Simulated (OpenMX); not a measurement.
A run of OpenMX 3.8.5:

Contents of GaP.dat:

```
System.CurrrentDirectory             ./
System.Name                          GaP
DATA.PATH                            ./DFT_DATA13
level.of.stdout                      1
level.of.fileout                     0
Species.Number                       2
<Definition.of.Atomic.Species
  Ga  Ga7.0-s3p2d2           Ga_PBE13
  P   P7.0-s2p2d1f1          P_PBE13
Definition.of.Atomic.Species>

Atoms.Number                         4
Atoms.SpeciesAndCoordinates.Unit     FRAC
<Atoms.SpeciesAndCoordinates
    1  Ga    0.5646280000    0.5646280000    0.5646280000   6.500  6.500
    2  Ga    0.4353720000    0.4353720000    0.4353720000   6.500  6.500
    3  P     0.9426110000    0.9426110000    0.9426110000   2.500  2.500
    4  P     0.0573890000    0.0573890000    0.0573890000   2.500  2.500
Atoms.SpeciesAndCoordinates>

Atoms.UnitVectors.Unit               Ang
<Atoms.UnitVectors
     1.9430151755    1.1218003346    6.4308101003
    -1.9430151755    1.1218003346    6.4308101003
     0.0000000000   -2.2436006692    6.4308101003
Atoms.UnitVectors>

scf.XcType                           GGA-PBE
scf.SpinPolarization                 off
scf.ElectronicTemperature            580.226
scf.energycutoff                     500.0
scf.maxIter                          100
scf.EigenvalueSolver                 band
scf.Kgrid                            9 9 9
scf.Mixing.Type                      rmm-diisk
scf.Init.Mixing.Weight               0.05
scf.Min.Mixing.Weight                0.001
scf.Max.Mixing.Weight                0.3
scf.Mixing.History                   25
scf.Mixing.StartPulay                8
scf.criterion                        1.0e-8
scf.stress.tensor                    on
MD.Type                              nomd
```

Potentials or basis: OpenMX 2013 PBE set, Ga7.0-s3p2d2, P7.0-s2p2d1f1, grid cutoff 500 Ry.

Command:

```bash
$ openmx GaP.dat -nt 1 > GaP.std
```

Hardware: 1 thread of Intel(R) Xeon(R) Processor @ 2.50GHz (Skylake/Cascade Lake), with other jobs on the host.

Task: How long does it take, and how much memory?

Result: Wall time 11 min on 1 thread of Intel(R) Xeon(R) Processor @ 2.50GHz (Skylake/Cascade Lake), with other jobs on the host, peak memory 0.96 GiB. Counts: k points 365, basis 78, scf iterations 18.
